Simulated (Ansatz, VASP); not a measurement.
**CsGeBr3 (CsGeBr3 (R3m)): VASP beside Ansatz**

One calculation is typed for both programs; each brings its own data sets. How far apart do they land? The cell is taken from a series of runs on this material, whose earlier steps may have relaxed, scaled, displaced or heated it; both programs get it as it stands.

Calculated with Ansatz 0.2.0; plane waves, with VASP 6.6.1 beside it; relaxation of cell and atoms at r2SCAN.

## Step 1: Starting point

It takes space group R3m (No. 160, trigonal). The conventional cell has a = 7.939 Å, b = 7.939 Å, c = 10.005 Å, α = 90.00°, β = 90.00°, γ = 120.00°. Cs has 12 Br at 3.97 to 4.09 Å nearest. Ge has 6 Br at 2.55 to 3.14 Å nearest. Br has 2 Ge at 2.55 to 3.14 Å and 4 Cs at 3.97 to 4.09 Å nearest. Farther neighbours and most contacts between anions are not listed.

Structure file:

```xyz
5
Lattice="3.9693 2.2917 3.3350 -3.9693 2.2917 3.3350 0.0000 -4.5833 3.3350" Properties=species:S:1:pos:R:3 pbc="T T T"
Cs    0.0000    0.0000    0.0130
Ge    0.0000    0.0000    4.7732
Br   -1.8926   -1.0927    3.4671
Br    0.0000    2.1854    3.4671
Br    1.8926   -1.0927    3.4671
```

## Step 2: VASP: relaxation of cell and atoms, r2SCAN

The relaxed volume is the usual yardstick between codes: in a stiff, nearly cubic crystal its relative difference is about their pressure difference at one cell divided by the bulk modulus.

Lines of VASP's logs that name or quote its potential files are left out, and so is its time.

The input, INCAR:

```
SYSTEM = CsGeBr3
PREC = Accurate
ENCUT = 550
EDIFF = 1E-07
NELM = 120
ISMEAR = 0
SIGMA = 0.01
LREAL = .FALSE.
ALGO = Normal
METAGGA = R2SCAN
LASPH = .TRUE.
NBANDS = 28
LORBIT = 11
LWAVE = .FALSE.
LCHARG = .FALSE.
ISIF = 3
IBRION = 2
NSW = 80
EDIFFG = -0.005
GGA_COMPAT = .FALSE.
NELMIN = 4
EFERMI = MIDGAP
LMIXTAU = .TRUE.
KPAR = 2
```

The input, POSCAR:

```
CsGeBr3
1.0
    3.9692830000      2.2916660000      3.3349690000
   -3.9692830000      2.2916660000      3.3349690000
    0.0000000000     -4.5833330000      3.3349690000
Cs Ge Br
1 1 3
Direct
    0.0013040602      0.0013040602      0.0013040599
    0.4770828955      0.4770828955      0.4770828952
    0.0286680934      0.5054724344      0.5054724341
    0.5054724344      0.5054724344      0.0286680931
    0.5054724344      0.0286680934      0.5054724341
```

The input, KPOINTS:

```
Automatic mesh
0
Gamma
5 5 5
0 0 0
```

PAW data sets: Cs_sv, Ge_d and Br (PBE family, release 64).

Run with:

```sh
$ mpirun -np 2 vasp_std
```

Numbers of over 12 decimals in the logs are rounded to 6 here.

What it wrote:

```text
[banner, memory and clock lines left out]
running    2 mpi-ranks, on    1 nodes
 distrk:  each k-point on    1 cores,    2 groups
 distr:  one band on    1 cores,    1 groups

 POSCAR found type information on POSCAR CsGeBr
 POSCAR found :  3 types and       5 ions
|                                                                             |
|               ----> ADVICE to this user running VASP <----                  |
|                                                                             |
|     You enforced a specific xc type in the INCAR file but a different       |
|     [... a line on the potential file left out ...]
|     I HOPE YOU KNOW WHAT YOU ARE DOING!                                     |
|                                                                             |

 LDA part: xc-table for (None), standard interpolation
 POSCAR, INCAR and KPOINTS ok, starting setup
 FFT: planning ... GRIDC
 FFT: planning ... GRID_SOFT
 FFT: planning ... GRID
 WAVECAR not read
 entering main loop
       N       E                     dE             d eps       ncg     rms          rms(c)
DAV:   1     0.328219770028E+03    0.32822E+03   -0.20474E+04  1316   0.214E+03
DAV:   2    -0.363655639964E+02   -0.36459E+03   -0.35160E+03  1244   0.520E+02
DAV:   3    -0.907383979529E+02   -0.54373E+02   -0.53999E+02  1252   0.149E+02
DAV:   4    -0.929281859114E+02   -0.21898E+01   -0.21824E+01  1336   0.368E+01
DAV:   5    -0.929751050287E+02   -0.46919E-01   -0.46874E-01  1388   0.501E+00    0.507E+00
DAV:   6    -0.883725626820E+02    0.46025E+01   -0.14934E+00  1236   0.107E+01    0.385E+00
DAV:   7    -0.830099739667E+02    0.53626E+01   -0.17289E+00  1260   0.684E+00    0.127E+00
DAV:   8    -0.842635180150E+02   -0.12535E+01   -0.51175E-01  1172   0.403E+00    0.496E-01
DAV:   9    -0.849319154360E+02   -0.66840E+00   -0.64390E-01  1072   0.493E+00    0.625E-01
DAV:  10    -0.848304477610E+02    0.10147E+00   -0.39337E-01  1072   0.467E+00    0.325E-01
DAV:  11    -0.847521707145E+02    0.78277E-01   -0.28025E-02  1176   0.145E+00    0.178E-01
DAV:  12    -0.848856733010E+02   -0.13350E+00   -0.10298E-01  1072   0.293E+00    0.188E-01
DAV:  13    -0.848896927733E+02   -0.40195E-02   -0.23521E-03  1264   0.410E-01    0.907E-02
DAV:  14    -0.848907091131E+02   -0.10163E-02   -0.23401E-03  1124   0.357E-01    0.539E-02
DAV:  15    -0.848912945282E+02   -0.58542E-03   -0.14991E-03  1088   0.326E-01    0.215E-02
DAV:  16    -0.848918231956E+02   -0.52867E-03   -0.23453E-04  1120   0.127E-01    0.178E-02
DAV:  17    -0.848918466025E+02   -0.23407E-04   -0.10094E-05  1484   0.265E-02    0.118E-02
DAV:  18    -0.848918805691E+02   -0.33967E-04   -0.51563E-05  1116   0.620E-02    0.618E-03
DAV:  19    -0.848918908795E+02   -0.10310E-04   -0.76572E-06  1144   0.256E-02    0.379E-03
DAV:  20    -0.848918919375E+02   -0.10580E-05   -0.90031E-07  1184   0.856E-03    0.244E-03
DAV:  21    -0.848918921499E+02   -0.21238E-06   -0.45958E-07  1032   0.563E-03    0.449E-04
DAV:  22    -0.848918924308E+02   -0.28093E-06   -0.14155E-07   848   0.338E-03    0.554E-04
DAV:  23    -0.848918924290E+02    0.18399E-08   -0.62420E-09   752   0.746E-04
   1 F= -.84891892E+02 E0= -.84891892E+02  d E =-.848919E+02
[... from here on, the cycles between the ionic steps are left out ...]
   2 F= -.84891995E+02 E0= -.84891995E+02  d E =-.102675E-03
   4 F= -.84892069E+02 E0= -.84892069E+02  d E =-.176657E-03
   5 F= -.84892073E+02 E0= -.84892073E+02  d E =-.180286E-03
   6 F= -.84892144E+02 E0= -.84892144E+02  d E =-.714197E-04
   7 F= -.84892159E+02 E0= -.84892159E+02  d E =-.866017E-04
   8 F= -.84892208E+02 E0= -.84892208E+02  d E =-.135262E-03
   9 F= -.84892206E+02 E0= -.84892206E+02  d E =-.133283E-03
  10 F= -.84892206E+02 E0= -.84892206E+02  d E =-.133031E-03
  11 F= -.84892206E+02 E0= -.84892206E+02  d E =-.133359E-03
  12 F= -.84892214E+02 E0= -.84892214E+02  d E =-.820731E-05
 ZBRENT: can't locate minimum, use default step
 trial-energy change:   -0.000008  1 .order   -0.000007   -0.000007   -0.000006
 step:   4.5751(harm= 11.1691)  dis= 0.00058  next Energy=   -84.892241 (dE=-0.346E-04)
 bond charge predicted
       N       E                     dE             d eps       ncg     rms          rms(c)
DAV:   1    -0.848923540631E+02   -0.13977E-03   -0.16049E-02  1528   0.805E-01    0.673E-02
DAV:   2    -0.848922820855E+02    0.71978E-04   -0.28708E-04  1300   0.155E-01    0.337E-02
DAV:   3    -0.848922386555E+02    0.43430E-04   -0.12389E-04  1408   0.952E-02    0.944E-03
DAV:   4    -0.848922406892E+02   -0.20337E-05   -0.28813E-05  1096   0.460E-02    0.554E-03
DAV:   5    -0.848922361910E+02    0.44982E-05   -0.20902E-05  1080   0.362E-02    0.290E-03
DAV:   6    -0.848922441946E+02   -0.80036E-05   -0.70178E-06  1080   0.214E-02    0.875E-04
DAV:   7    -0.848922442056E+02   -0.10930E-07   -0.31958E-07  1200   0.476E-03
  13 F= -.84892244E+02 E0= -.84892244E+02  d E =-.381323E-04
 curvature:  -4.07 expect dE=-0.970E-05 dE for cont linesearch -0.243E-05
 trial: gam= 0.06821 g(F)=  0.716E-06 g(S)=  0.167E-05 ort = 0.218E-05 (trialstep = 0.183E+01)
 search vector abs. value=  0.272E-05
 reached required accuracy - stopping structural energy minimisation
```

From OUTCAR (step 2):

```text
ion  position               nearest neighbor table
   1  0.001  0.001  0.001-
   2  0.477  0.477  0.477-   4 2.55   3 2.55   5 2.55
   3  0.029  0.505  0.505-   2 2.55
   4  0.505  0.505  0.029-   2 2.55
   5  0.505  0.029  0.505-   2 2.55

  LATTYP: Found a trigonal (rhomboedric) cell.
 ALAT       =     5.6682412458
 COS(alpha) =     0.0192519078

 Subroutine GETGRP returns: Found  6 space group operations
 (whereof  6 operations were pure point group operations)

The static configuration has the point symmetry C_3v.

 Found     19 irreducible k-points:

   k-points           NKPTS =     19   k-points in BZ     NKDIM =     19   number of bands    NBANDS=     28

   dimension x,y,z NGX =    48 NGY =   48 NGZ =   48
   dimension x,y,z NGXF=    96 NGYF=   96 NGZF=   96

   ENCUT  =  550.0 eV  40.42 Ry    6.36 a.u.  10.84 10.84 10.84*2*pi/ulx,y,z

   NELECT =      44.0000    total number of electrons

 k-points in reciprocal lattice and weights: Automatic mesh
   0.00000000  0.00000000  0.00000000       0.008
   0.20000000 -0.00000000 -0.00000000       0.048
   0.40000000 -0.00000000 -0.00000000       0.048
   0.20000000  0.20000000 -0.00000000       0.048
   0.40000000  0.20000000 -0.00000000       0.096
  -0.40000000  0.20000000  0.00000000       0.096
  -0.20000000  0.20000000  0.00000000       0.048
   0.40000000  0.40000000 -0.00000000       0.048
  -0.40000000  0.40000000  0.00000000       0.048
[...]
0.40000000  0.40000000  0.40000000       0.016
  -0.40000000  0.40000000  0.40000000       0.048

 average (electrostatic) potential at core
       1 -55.4172       2 -83.4403       3 -69.1642       4 -69.1642       5 -69.1642

 E-fermi :   1.8637

 k-point     1 :       0.0000    0.0000    0.0000
  band No.  band energies     occupation
    ...
     18      -1.5308      2.00000
     19      -1.3723      2.00000
     20      -1.2436      2.00000
     21      -1.2436      2.00000
     22      -1.1897      2.00000
     23       4.7100      0.00000
     24       5.4175      0.00000
     25       5.4175      0.00000
     26       5.7015      0.00000
     27       6.0716      0.00000
    ...

 k-point     2 :       0.2000   -0.0000   -0.0000
  band No.  band energies     occupation
    ...
     18      -1.5708      2.00000
     19      -1.4127      2.00000
     20      -1.4052      2.00000
     21      -1.2907      2.00000
     22      -1.0896      2.00000
     23       5.1392      0.00000
     24       5.4736      0.00000
     25       5.7152      0.00000
     26       5.7443      0.00000
     27       5.9909      0.00000
    ...

 k-point     3 :       0.4000   -0.0000   -0.0000
  band No.  band energies     occupation
    ...
     18      -1.6088      2.00000
     19      -1.5156      2.00000
     20      -1.4853      2.00000
     21      -1.3632      2.00000
     22      -0.6653      2.00000
     23       3.9214      0.00000
     24       5.9847      0.00000
     25       6.1501      0.00000
     26       6.3760      0.00000
     27       6.5034      0.00000
    ...

  Total        0.0086524      0.0086524      0.0048069      0.0000000     -0.0000000      0.0000000
  in kB        0.0760338      0.0760338      0.0422411      0.0000000     -0.0000000      0.0000000
  external PRESSURE =       0.0647696 kB  Pullay stress =       0.0000000 kB

  energy-cutoff  :      550.00
  volume of cell :      182.32
      direct lattice vectors                 reciprocal lattice vectors
     3.963971117  2.288599183  3.349585878     0.126136136  0.072824741  0.099514797
    -3.963971117  2.288599183  3.349585878    -0.126136136  0.072824741  0.099514797
     0.000000000 -4.577199369  3.349585881     0.000000000 -0.145649482  0.099514775

 POSITION                                       TOTAL-FORCE (eV/Angst)
 -----------------------------------------------------------------------------------
      0.00000     -0.00000      0.01460        -0.000000     -0.000000      0.001439
      0.00000     -0.00000      4.79250        -0.000000      0.000000     -0.002343
     -1.88719     -1.08957      3.48230        -0.001324     -0.000765      0.000301
      0.00000      2.17914      3.48230        -0.000000      0.001529      0.000301
      1.88719     -1.08957      3.48230         0.001324     -0.000765      0.000301
 -----------------------------------------------------------------------------------
    total drift:                                0.000000      0.000002     -0.006414

  FREE ENERGIE OF THE ION-ELECTRON SYSTEM (eV)
  ---------------------------------------------------
  free  energy   TOTEN  =       -84.8922442056 eV

  energy  without entropy=      -84.8922442056  energy(sigma->0) =      -84.89224421

 reached required accuracy - stopping structural energy minimisation

 total charge
# of ion       s       p       d       tot
------------------------------------------
    1        1.845   4.718   0.014   6.576
    2        1.345   0.696  10.030  12.071
    3        1.610   3.276   0.013   4.899
    4        1.610   3.276   0.013   4.899
    5        1.610   3.276   0.013   4.899
--------------------------------------------------
tot          8.020  15.241  10.084  33.345

[... 3 further parts left out ...]
```

The run keeps the 6 symmetry operations of its start, so it cannot find a distortion of lower symmetry.

(Continued in part 2 of 2.)

[Lines on the potential files, build, host, timing and source positions are cut from VASP's logs without a mark.]

[Logs are printed without paths, hosts, clocks, repeated set-up lines and the standing remarks that a program may print on its own settings, such as how far it seeks lower states.]

[Hosts, paths, dates, database ids (printed as entryN), source tags and the programs' standing remarks are cut or masked in the printed files.]
